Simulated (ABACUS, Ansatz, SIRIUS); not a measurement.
The equilibrium volume of Fe, sorted by core time

**What was measured.** The equilibrium volume of Fe (Im-3m) is reported as 11.77 Å³/atom (pmc:2430951, doi:10.1186/1467-4866-9-5). The runs below try to reproduce it.

```
CELL_PARAMETERS angstrom
-1.44300 1.44300 1.44300
1.44300 -1.44300 1.44300
1.44300 1.44300 -1.44300
ATOMIC_POSITIONS crystal
Fe 0.00000 0.00000 0.00000
```

| rung | level | program and potentials | cutoff (eV) | k mesh | smearing | core time | chip | equilibrium volume (Å³/atom) | miss | notes |
| --- | --- | --- | --- | --- | --- | --- | --- | --- | --- | --- |
| GGA + dispersion | PBEsol+D3(BJ) | Ansatz, all-electron LAPW, scalar-relativistic | - | 13 × 13 × 13 | fermi-dirac 0.05 | 47 s | Arm Neoverse V2 | 10.55 | -10.4 % | - |
| GGA | RPBE | ABACUS, GBRV ultrasoft 1.5 PBE, plane waves | 544 | 10 × 10 × 10 | fermi-dirac 0.05 | 69 s | AMD EPYC 7R13 Zen 3 | 11.61 | -1.4 % | potentials made for PBE |
| GGA | PW91 | ABACUS, Ansatz NC PBE, plane waves | 1225 | 10 × 10 × 10 | fermi-dirac 0.05 | 2 min | Intel Xeon Platinum 8488C Sapphire Rapids | 11.19 | -4.9 % | potentials made for PBE |
| GGA | revPBE | SIRIUS, PseudoDojo 0.4.1 PBE standard (scalar relativistic) | 1228 | 6 × 6 × 6 | fermi-dirac 0.05 | 2.6 min | AMD EPYC 7R43 Zen 3 | 11.58 | -1.6 % | coarse mesh; potentials made for PBE |
| GGA + dispersion | revPBE+D4 | SIRIUS, PseudoDojo 0.4.1 PBE standard (scalar relativistic) | 1228 | 6 × 6 × 6 | fermi-dirac 0.05 | 2.6 min | AMD EPYC 7R43 Zen 3 | 11.15 | -5.3 % | coarse mesh; potentials made for PBE |
| GGA + dispersion | revPBE+D3(zero damping) | SIRIUS, PseudoDojo 0.4.1 PBE standard (scalar relativistic) | 1228 | 6 × 6 × 6 | fermi-dirac 0.05 | 2.7 min | AMD EPYC 7R43 Zen 3 | 11.03 | -6.3 % | coarse mesh; potentials made for PBE |
| GGA + dispersion | revPBE+D3(BJ) | SIRIUS, PseudoDojo 0.4.1 PBE standard (scalar relativistic) | 1228 | 6 × 6 × 6 | fermi-dirac 0.05 | 3.1 min | AMD EPYC 7R43 Zen 3 | 11.06 | -6.0 % | coarse mesh; potentials made for PBE |

Times are single runs on shared hosts and different chips, so they are rough; meshes, cutoffs and the tasks' sizes weigh on the time. Task: relaxation of cell and atoms. All rows: collinear spin, ferromagnetic start. Smearing widths are in eV. For a metal such meshes aren't converged. Meshes differ between rows, which moves values too. Meshes are those of the run's cell of 1 atom unless a note names another. Relaxations start from the cell shown or near it and stop with a little pressure left. The cell shown, of 12.02 Å³ an atom, is the runs' start and not the measured value. Misses use the values as printed. Runs on faulty files, with rough fits or with known faults for this quantity aren't shown. No row holds spin-orbit coupling.

By rung: GGA + dispersion 10.55; GGA 11.19 to 11.61; GGA on coarse meshes 11.58; GGA + dispersion on coarse meshes 11.03 to 11.15 (Å³/atom). Measured: 11.77 Å³/atom (pmc:2430951, doi:10.1186/1467-4866-9-5). Closest, coarse meshes and atomic bases left aside, is RPBE (-1.4 %). The runs are for a static lattice, while measurements hold temperature and zero-point motion.
